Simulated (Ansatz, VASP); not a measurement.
## One calculation of SnO2, two programs

```
Sn O
1.0
     1.53595    0.88678    4.52480
    -1.53595    0.88678    4.52480
     0.00000   -1.77356    4.52480
Sn O
1 2
Direct
  0.50000 0.50000 0.50000
  0.23488 0.23488 0.23488
  0.76512 0.76512 0.76512
```

Alike in both runs: task single point; functional PBE; k mesh 12 × 12 × 12; occupations gaussian, width 0.05 eV; no spin polarisation.

|  | VASP | Ansatz |
| --- | --- | --- |
| version | VASP 6.6.1 | Ansatz 0.2.0 |
| potentials or method | VASP PAW PBE potentials, release 64 (Sn_d, O) | scalar-relativistic, plane waves, PAW |
| plane-wave cutoff (eV) | 520 | 520 |
| valence electrons in the cell | 26 | 26 |

```tsv
	VASP	Ansatz	Ansatz less VASP
gap on the k mesh at the Fermi level (eV)	3.19	3.21	+0.016
least direct gap on the mesh (eV)	3.59	3.60	+0.004
rms of the force components (eV/Å)	1.298	1.256	-0.0420
```

Atom by atom the forces differ by 0.042 eV/Å (rms over components).

Caveats: spin-orbit coupling is left out, which moves the levels of the heavy elements; forces of over 1 eV/Å show positions far from the minimum, so gaps and moduli don't describe the material at rest. A k mesh can miss the band edges.
